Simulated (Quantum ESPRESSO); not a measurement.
Gd under changes of volume

One of the cells (33.215 Å³/atom); the others are scaled copies at fixed shape and fractional positions:

```
Gd
1.0
    -2.02500    2.02500    2.02500
     2.02500   -2.02500    2.02500
     2.02500    2.02500   -2.02500
Gd
1
Direct
  0.00000 0.00000 0.00000
```

This isn't the form of Gd at room conditions, which is hcp.

| Quantity | Value |
| --- | --- |
| Program | Quantum ESPRESSO 7.5 |
| Functional | PBEsol |
| Potentials or basis | SSSP 1.3 efficiency PBE |
| Cutoff | 748 eV |
| Density cutoff | 5987 eV |
| k mesh | 9 × 9 × 9 |
| Occupations | fermi-dirac, width 0.05 eV |
| Spin | collinear spin, ferromagnetic start |
| Starting moments | [7.0] μB |

| volume (Å³/atom) | energy over the lowest point (meV/atom) | pressure (GPa) | moment (μB per cell) |
| --- | --- | --- | --- |
| 31.222 | 0.00 | -0.5 | 7.61 |
| 31.886 | ? | ? | ? |
| 32.551 | 9.81 | -1.9 | 7.63 |
| 33.215 | 18.79 | -2.4 | 7.64 |
| 33.879 | 30.12 | -3.0 | 7.65 |
| 34.544 | 43.59 | -3.4 | 7.66 |
| 35.208 | 59.02 | -3.9 | 7.67 |

What does the run at 31.886 Å³/atom give?

Energy over the lowest point 3.44 meV/atom; pressure -1.2 GPa; moment 7.62 μB per cell.

Worked out: A Birch-Murnaghan fit of order 3 (a polynomial in V^(-2/3)) to the other rows has its minimum at 30.83 Å³/atom, just outside them, with B0 = V·E''(V) = 38 GPa and B' = 3.7. It gives 3.46 meV/atom at 31.886 Å³/atom, against the run's 3.44, and -dE/dV = -1.2 GPa, against -1.2. A straight line through the other rows of the moment, of slope 0.0151 μB per Å³/atom, gives 7.62 μB, against the run's 7.62.

Energies are extrapolated to zero smearing.

Caveats: the potentials were made for another functional, which shifts forces and pressure.
